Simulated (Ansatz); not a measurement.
A run of Ansatz 0.2.0 is set up as follows.

File input.yaml:

```yaml
crystal:
  lattice:
    - [3.935175, 0.0, 0.0]
    - [0.0, 3.935175, 0.0]
    - [0.0, 0.0, 3.935175]
  atoms:
    - { symbol: Ni, position: [0.0, 0.0, 0.0], spin: 2.0 }
    - { symbol: Ti, position: [0.5, 0.5, 0.0], spin: 2.0 }
    - { symbol: Ti, position: [0.5, 0.0, 0.5], spin: 2.0 }
    - { symbol: Ti, position: [0.0, 0.5, 0.5], spin: 2.0 }
hamiltonian:
  xc: pbesol
  pseudopotentials: { kind: paw }
magnetization:
  spin_polarized: true
  initial_magnetization: 8.0
  spin_locking: { lock_magnetization: hard }
kpoints:
  mp_grid: { grid: [6, 6, 6] }
scf:
  occupations: { method: fermi_dirac, width: 0.05 }
  lower_state_search: "off"
output:
  forces: true
  stress: true
  eigenvalues: true
```

Potentials or basis: Ansatz PAW.

Launch:

```bash
$ ansatz run input.yaml --threads 2 --pin off --max-ram 5632MiB --backend cpu --events-out ev --progress --plain --runs-dir out
```

Question: Predict the pressure.

Answer: 8.0 GPa.

Caveat: the total moment is fixed, so each spin has its own Fermi level; the PAW data sets come from PBE, with cores solved anew for the run's functional, which leaves a small shift of forces and pressure; the thresholds are loose for stress.
